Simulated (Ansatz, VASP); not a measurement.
# Two plane-wave programs on Rh

```
Rh
1.0
     0.00000    1.87762    1.87762
     1.87762    0.00000    1.87762
     1.87762    1.87762    0.00000
Rh
1
Direct
  0.00000 0.00000 0.00000
```

Alike in both runs: task single point; functional LDA; k mesh 4 × 4 × 4; occupations fermi-dirac, width 0.1 eV; no spin polarisation.

|  | VASP | Ansatz |
| --- | --- | --- |
| version | VASP 6.6.1 | Ansatz 0.2.0 |
| potentials or method | VASP PAW LDA potentials, release 64 (Rh_pv) | plane waves (420 eV) with PAW, scalar-relativistic |
| plane-wave cutoff (eV) | 520 | 420 |
| valence electrons in the cell | 15 | 17 |

Ansatz gave:

| Item | Value |
| --- | --- |
| pressure (GPa) | -8.2 |

**Question.** Which values does VASP return?

**Answer.** Pressure (GPa): -7.3.

The two sets of potentials don't hold the same shells in valence. Ansatz warned: «pseudo_functional_mismatch».

Caveats: the k mesh is coarse (spacing up to 0.72 Å⁻¹), so the values aren't converged.
